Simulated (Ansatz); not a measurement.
Level of theory: Ansatz, DFT PBE, scalar-relativistic, plane waves, PAW. Settings: cutoff 420 eV, Γ-centred meshes spaced at most about 0.3 Å⁻¹, and about 0.25 Å⁻¹ or finer for metals (2π included), Gaussian smearing. No spin polarisation in the final relaxations.

Formation energies are uncorrected and refer to the elements' standard structures at the same level.

A relaxed structure of TiSi2 has 14.35 Å³/atom, −0.57 eV/atom against the elements, no gap on its mesh:

```
CELL_PARAMETERS angstrom
1.77422 -6.77900 0.00000
1.77422 6.77900 0.00000
0.00000 0.00000 3.57859
ATOMIC_POSITIONS crystal
Ti 0.89688 0.10312 0.75000
Ti 0.10312 0.89688 0.25000
Si 0.55923 0.44077 0.75000
Si 0.44077 0.55923 0.25000
Si 0.24977 0.75023 0.75000
Si 0.75023 0.24977 0.25000
```

Q: Predict cell, energy and gap of HfSi2 with the same space group and Wyckoff sites.

A: HfSi2 has a = 3.683 Å, b = 14.592 Å, c = 3.660 Å: 16.39 Å³/atom, −0.56 eV/atom against the elements, no gap on its mesh. The volume per atom changes by +14.2 % and the formation energy by +0.00 eV/atom (from unrounded values). Covalent radii: Ti 1.60 Å, Hf 1.75 Å; electronegativities 1.54 and 1.30. The cell follows the size of the atom. Around Hf lie 8 Si at 2.70–2.80 Å and 2 Si at 2.97 Å; around Si on its first site lie 2 Si at 2.42 Å, 4 Hf at 2.70 Å and 2 Hf at 2.97 Å; Si on its second site is surrounded by 4 Si at 2.60 Å and 4 Hf at 2.80 Å.

```cif
data_structure
_symmetry_space_group_name_H-M 'P 1'
_symmetry_Int_Tables_number 1
_cell_length_a 7.5247
_cell_length_b 7.5247
_cell_length_c 3.6598
_cell_angle_alpha 90.000
_cell_angle_beta 90.000
_cell_angle_gamma 151.672
_cell_volume 98.33
loop_
_atom_site_label
_atom_site_type_symbol
_atom_site_fract_x
_atom_site_fract_y
_atom_site_fract_z
_atom_site_occupancy
Hf1 Hf 0.89454 0.10546 0.25000 1
Hf2 Hf 0.10546 0.89454 0.75000 1
Si1 Si 0.55428 0.44572 0.25000 1
Si2 Si 0.44572 0.55428 0.75000 1
Si3 Si 0.25028 0.74972 0.25000 1
Si4 Si 0.74972 0.25028 0.75000 1
```

The two cells were relaxed from separate starts that ended on the same group and sites; both derive from database cells. These runs have no spin–orbit coupling, which can matter for Hf.
